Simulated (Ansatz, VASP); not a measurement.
# CaSe: VASP beside Ansatz

INCAR

```
ALGO     = Normal         # electronic algorithm
EDIFF    = 1E-7           # SCF threshold, eV
ENCUT    = 520            # plane-wave cutoff, eV
GGA      = PE             # functional
ISIF     = 2              # what is computed and relaxed
ISMEAR   = 0              # smearing method
LASPH    = True           # aspherical terms in the spheres
LCHARG   = False          # write CHGCAR
LREAL    = False          # projectors in reciprocal space
LWAVE    = False          # write WAVECAR
NBANDS   = 15             # bands
NELM     = 100            # most SCF steps
PREC     = Accurate       # precision mode
SIGMA    = 0.02           # smearing width, eV
```

KPOINTS

```
k-points
0
Gamma
  6 6 6
```

POSCAR

```
CaSe
1.0
    0.0000000000      3.4088010000      3.4088010000
    3.4088010000      0.0000000000      3.4088010000
    3.4088010000      3.4088010000      0.0000000000
Ca Se
1 1
Direct
    0.0000000000      0.0000000000      0.0000000000
    0.7500000000      0.7500000000      0.7500000000
```

Input for Ansatz:

```yaml
crystal:
  lattice:
    - [0.0, 3.408801, 3.408801]
    - [3.408801, 0.0, 3.408801]
    - [3.408801, 3.408801, 0.0]
  atoms:
    - { symbol: Ca, position: [0.0, 0.0, 0.0] }
    - { symbol: Se, position: [0.75, 0.75, 0.75] }
basis:
  ecutwfc: 420
kpoints:
  mp_grid: { grid: [6, 6, 6] }
hamiltonian:
  xc: pbe
scf:
  occupations: { method: gaussian, width: 0.02 }
output:
  forces: true
  stress: true
  eigenvalues: true
```

Alike in both runs: task single point; functional PBE; k mesh 6 × 6 × 6; occupations gaussian, width 0.02 eV; no spin polarisation.

```csv
,VASP,Ansatz
version,VASP 6.6.1,Ansatz 0.2.0
potentials or method,"VASP PAW PBE potentials, release 64 (Ca_sv, Se)","scalar-relativistic, plane waves, PAW"
plane-wave cutoff (eV),520,420
valence electrons in the cell,16,26
```

|  | VASP | Ansatz | Ansatz less VASP |
| --- | --- | --- | --- |
| gap on the k mesh at the Fermi level (eV) | 2.86 | 2.86 | +0.001 |
| least direct gap on the mesh (eV) | 2.92 | 2.92 | 0.000 |
| pressure (GPa) | -2.7 | -2.7 | -0.07 |

With one functional, cell and mesh, what is left measures potentials, basis and numerics. The two sets of potentials don't hold the same shells in valence.

A k mesh can miss the band edges.
